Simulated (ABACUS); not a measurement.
**CdTe in ABACUS: the effect of exact exchange share**

The system is CdTe.

```
Te Cd
1.0
     0.00000    3.20500    3.20500
     3.20500    0.00000    3.20500
     3.20500    3.20500    0.00000
Te Cd
1 1
Direct
  0.75000 0.75000 0.75000
  0.00000 0.00000 0.00000
```

Alike in all runs:

- Program: ABACUS 3.10.1
- Task: single point
- Potentials or basis: SG15 ONCV 1.2 PBE
- Cutoff: 1401 eV
- Density cutoff: 5606 eV
- Basis: DZP LCAO (the cutoffs set its grid)
- k mesh: 3 × 3 × 3
- Occupations: fermi-dirac, width 0.05 eV
- Spin: no spin polarisation

```csv
exact exchange share,functional,gap on the mesh (eV)
0.1,"HSE-type (share 0.1, screening 0.11/bohr)",1.22
0.25,"HSE-type (share 0.25, screening 0.11/bohr)",?
0.4,"HSE-type (share 0.4, screening 0.11/bohr)",2.46
```

Problem. What does the run with exact exchange share 0.25 give?

Solution. gap on the mesh 1.82 eV.

Caveats: all runs use coarse meshes; the atomic orbitals were generated for these runs and aren't a published set; gaps of hybrids in this basis differ from plane-wave ones by up to 0.1 eV; spin-orbit coupling is left out, which moves the levels of the heavy elements; the basis of atomic orbitals isn't converged, which shifts pressures, moduli and gaps.

Runs at the PBE level aren't shown here.
